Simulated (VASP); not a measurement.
# CuO (Tenorite) (C2/c) in VASP: a series of runs, part 2 of 2

VASP 6.6.1.

## (3) Relaxation of cell and atoms, LDA

File INCAR:

```
ALGO     = Fast           # electronic algorithm
EDIFF    = 1E-7           # SCF threshold, eV
EDIFFG   = -0.005         # ionic threshold
ENCUT    = 600            # plane-wave cutoff, eV
IBRION   = 2              # ionic algorithm
ISIF     = 3              # what is computed and relaxed
ISMEAR   = -1             # smearing method
KPAR     = 2            
LASPH    = T              # aspherical terms in the spheres
LCHARG   = F              # write CHGCAR
LREAL    = F              # projectors in reciprocal space
LWAVE    = F              # write WAVECAR
NELM     = 100            # most SCF steps
NSW      = 60             # ionic steps
PREC     = Accurate       # precision mode
SIGMA    = 0.05           # smearing width, eV
```

File KPOINTS:

```
k-points
0
Gamma
  8 8 4
```

File POSCAR:

```
CuO
1.0
    2.3418500000     -1.7113000000      0.0000000000
    2.3418500000      1.7113000000      0.0000000000
   -0.8500274268      0.0000000000      5.0578693947
Cu O
2 2
Direct
    0.5000000000      0.0000000000      0.5000000000
    0.0000000000      0.5000000000      0.0000000000
    0.4184000000      0.5816000000      0.7500000000
    0.5816000000      0.4184000000      0.2500000000
```

Potentials or basis: VASP PAW LDA potentials, release 64 (Cu, O).

On the command line:

```sh
cat potpaw_LDA.64/Cu/POTCAR potpaw_LDA.64/O/POTCAR > POTCAR
mpirun -np 2 vasp_std > vasp.out
```

Run time: 20 min. Hardware: 2 MPI ranks of Intel Xeon Platinum 8259CL at 2.50GHz (Skylake/Cascade Lake), shared host; peak memory 0.2 GiB.

It converged, with:

```yaml
Free_energy: -23.3452 eV
Relaxed_volume: 10.30 Å³/atom
Relaxed_cell: a = 2.854 Å, b = 2.854 Å, c = 5.060 Å, α = 90.13°, β = 90.13°, γ = 88.24°
Space_group_after_relaxing_to_0.05_Å: Cccm (No. 66)
Energy_gained_by_relaxing: 45.7 meV/atom
Ionic_steps: 42
Pressure_after_relaxing: 0.0 GPa
Band_gap_on_the_k_mesh: none (metal or under the smearing width)
```

Stress tensor (GPa, compression positive):
```
 0.04  0.00  0.01
 0.00 -0.04  0.00
 0.01  0.00  0.07
```

Step by step:
| step | energy change (eV) | largest force (eV/Å) | pressure (GPa) | volume (Å³) |
| --- | --- | --- | --- | --- |
| 1 | 0.0000 | 0.4420 | -8.94 | 40.54 |
| 3 | -0.0653 | 0.2301 | 0.62 | 38.67 |
| 5 | -0.0723 | 0.1587 | 0.79 | 38.74 |
| 7 | -0.0870 | 0.0116 | 0.23 | 39.21 |
| 9 | -0.1126 | 0.1583 | -5.05 | 41.20 |
| 11 | -0.1203 | 0.1585 | -4.84 | 41.33 |
| 13 | -0.1474 | 0.1391 | -4.30 | 41.83 |
| 15 | -0.1570 | 0.1037 | -4.03 | 42.09 |
| 17 | -0.1691 | 0.0678 | -0.06 | 41.12 |
| 19 | -0.1701 | 0.0649 | 0.07 | 41.09 |
| 21 | -0.1729 | 0.0456 | -0.22 | 40.98 |
| 23 | -0.1737 | 0.0518 | 0.21 | 40.94 |
| 25 | -0.1748 | 0.0579 | 0.93 | 40.80 |
| 27 | -0.1774 | 0.0703 | 0.34 | 40.96 |
| 29 | -0.1777 | 0.0976 | -2.10 | 41.53 |
| 31 | -0.1805 | 0.0783 | -0.63 | 41.23 |
| 33 | -0.1824 | 0.0072 | 0.28 | 41.11 |
| 35 | -0.1828 | 0.0141 | 0.02 | 41.16 |
| 37 | -0.1828 | 0.0051 | -0.04 | 41.19 |
| 39 | -0.1829 | 0.0046 | 0.07 | 41.17 |
| 41 | -0.1829 | 0.0025 | 0.04 | 41.18 |
| 42 | -0.1829 | 0.0004 | 0.02 | 41.19 |

Final structure:
```
Cu O
1.0
     2.04309   -1.98673    0.15378
     2.04309    1.98673    0.15378
    -0.39556    0.00000    5.04426
Cu O
2 2
Direct
  0.50000 0.00000 0.50000
  0.00000 0.50000 0.00000
  0.49917 0.50083 0.75000
  0.50083 0.49917 0.25000
```

Levels at points of the mesh, in eV from the Fermi level:
```tsv
k point	band 15	band 16	band 17	band 18	band 19	band 20
(0.00, 0.00, 0.00)	-2.53	-2.13	0.65	0.73	1.62	6.13
(0.50, 0.00, 0.00)	-1.74	-1.65	0.22	0.45	3.38	6.07
(0.50, 0.50, 0.00)	-1.70	-1.31	-1.29	1.20	1.78	7.10
(0.00, 0.00, 0.50)	-1.69	-1.69	0.05	0.05	3.66	3.66
(0.50, 0.00, 0.50)	-2.22	-2.00	-0.13	0.70	4.14	6.06
(0.50, 0.50, 0.50)	-1.55	-1.55	-0.52	-0.52	3.77	3.77
```

Caveat: the run has no spin polarisation, though such a crystal can be magnetic; semilocal functionals often make such compounds metallic where correlation or magnetic order opens a gap, which also shifts bond lengths. With open d or f shells a metallic result of LDA can be an artefact of self-interaction; +U or a hybrid may open a gap.

## (4) Single point, PBE

File INCAR:

```
SYSTEM = CuO
PREC = Accurate ; ENCUT = 520
EDIFF = 1E-7 ; ISMEAR = 0
SIGMA = 0.022 ; LREAL = .False.
LASPH = .True. ; NELM = 100
ALGO = Normal ; ISIF = 2
LWAVE = .False. ; LCHARG = .False.
GGA = PE ; NBANDS = 25
```

File KPOINTS:

```
Automatic mesh
0
Gamma
  10 10 5
  0 0 0
```

POSCAR is that of step 3.

Potentials or basis: VASP PAW PBE potentials, release 64 (Cu, O).

On the command line:

```sh
cat potpaw_PBE.64/Cu/POTCAR potpaw_PBE.64/O/POTCAR > POTCAR
mpirun -np 1 vasp_std > vasp.out
```

OUTCAR:

```text
SYSTEM = CuO
   PREC = Accurate
   ENCUT = 520
   EDIFF = 1E-7
   ISMEAR = 0
   LREAL = .False.
   LASPH = .True.
   NELM = 100
   ISIF = 2
   GGA = PE

 ion  position               nearest neighbor table
   1  0.500  0.000  0.500-   3 1.95   4 1.95   4 1.96   3 1.96
   2  0.000  0.500  0.000-   4 1.95   3 1.95   4 1.96   3 1.96
   3  0.418  0.582  0.750-   2 1.95   1 1.95   2 1.96   1 1.96
   4  0.582  0.418  0.250-   1 1.95   2 1.95   2 1.96   1 1.96

  LATTYP: Found a base centered monoclinic cell.
 ALAT       =     4.6837000000
 B/A-ratio  =     0.7307470589
 C/A-ratio  =     1.0950317057
 COS(beta)  =    -0.1657361228

  Lattice vectors:

 A1 = (   2.3418500000,  -1.7113000000,   0.0000000000)
 A2 = (   2.3418500000,   1.7113000000,   0.0000000000)
 A3 = (  -0.8500274268,   0.0000000000,   5.0578693947)

Analysis of symmetry for initial positions (statically):
=====================================================================
 Subroutine PRICEL returns:
 Original cell was already a primitive cell.

 Routine SETGRP: Setting up the symmetry group for a
 base centered monoclinic supercell.

 Subroutine GETGRP returns: Found  4 space group operations
[... 176 lines left out ...]
 cond. band min:       5.7220190655   @ k =   0.5000   0.2000   0.4000
 fundamental gap:      0.0179540079
 Fermi energy:         5.7116359942

 k-point     1 :       0.0000    0.0000    0.0000
  band No.  band energies     occupation
      1     -14.2150      2.00000
      2     -12.8886      2.00000
      3      -2.4337      2.00000
      4       0.1582      2.00000
      5       0.5543      2.00000
      6       2.4024      2.00000
[... 661 lines left out ...]
     24      19.0983      0.00000
     25      20.1580      0.00000

 [... further k-points ...]

------------------------ aborting loop because EDIFF is reached ----------------------------------------

  FORCE on cell =-STRESS in cart. coord.  units (eV):
  Direction    XX          YY          ZZ          XY          YZ          ZX
  --------------------------------------------------------------------------------------
  -------------------------------------------------------------------------------------
  Total        1.5892007      1.8146230      1.4121149      0.0000000      0.0000000     -0.3410027
  in kB       62.8067775     71.7156860     55.8081706      0.0000000      0.0000000    -13.4767604
  external PRESSURE =      63.4435447 kB  Pullay stress =       0.0000000 kB

 VOLUME and BASIS-vectors are now :
 -----------------------------------------------------------------------------
  energy-cutoff  :      520.00
  volume of cell :       40.54
      direct lattice vectors                 reciprocal lattice vectors
     2.341850000 -1.711300000  0.000000000     0.213506416 -0.292175539  0.035881968
     2.341850000  1.711300000  0.000000000     0.213506416  0.292175539  0.035881968
    -0.850027427  0.000000000  5.057869395     0.000000000  0.000000000  0.197711709

 POSITION                                       TOTAL-FORCE (eV/Angst)
 -----------------------------------------------------------------------------------
      0.74591     -0.85565      2.52893         0.000000      0.000000      0.000000
      1.17092      0.85565      0.00000         0.000000     -0.000000      0.000000
      1.70433      0.27928      3.79340        -0.000000     -0.218438      0.000000
      2.12934     -0.27928      1.26447         0.000000      0.218438      0.000000
 -----------------------------------------------------------------------------------
    total drift:                                0.000000      0.000000     -0.000000

  FREE ENERGIE OF THE ION-ELECTRON SYSTEM (eV)
  ---------------------------------------------------
  free  energy   TOTEN  =       -19.5214481495 eV

  energy  without entropy=      -19.5208185278  energy(sigma->0) =      -19.52113334
```

Wall time 97 s (1 thread of AMD EPYC 9R14 (Zen 4), shared host); peak memory 0.21 GiB.

Results:

```yaml
Free_energy: -19.5214 eV
Pressure: 6.3 GPa
Largest_force: 0.218 eV/Å
Band_gap_on_the_k_mesh: none (metal or under the smearing width)
```

Forces in eV/Å, atoms in the order of the input:
```
Cu   0.000  0.000  0.000
Cu   0.000  0.000  0.000
O    0.000 -0.218  0.000
O    0.000  0.218  0.000
```

Caveat: the run has no spin polarisation, though such a crystal can be magnetic; semilocal functionals often make such compounds metallic where correlation or magnetic order opens a gap, which also shifts bond lengths.

## (5) The runs side by side

```tsv
task	level	potentials or basis	cell	k mesh	cutoff (eV)	smearing	ladder	gap on the mesh (eV)	pressure (GPa)	largest force (eV/Å)
single point	PBE	VASP PAW PBE potentials, release 64 (Cu, O)	as given	10 × 10 × 5	520	gaussian 0.023 eV	-	none	6.4	0.22
relaxation of cell and atoms	LDA	VASP PAW LDA potentials, release 64 (Cu, O)	relaxed	8 × 8 × 4	600	fermi-dirac 0.05 eV	gaps	none	0.0	-
single point	PBE	VASP PAW PBE potentials, release 64 (Cu, O)	as given	10 × 10 × 5	520	gaussian 0.022 eV	-	none	6.3	0.22
```

Alike in all rows: no spin polarisation.

Caveats: the run has no spin polarisation, though such a crystal can be magnetic; semilocal functionals often make such compounds metallic where correlation or magnetic order opens a gap, which also shifts bond lengths.

Total energies depend on the potentials used, so only differences within one code and one set of settings carry meaning.
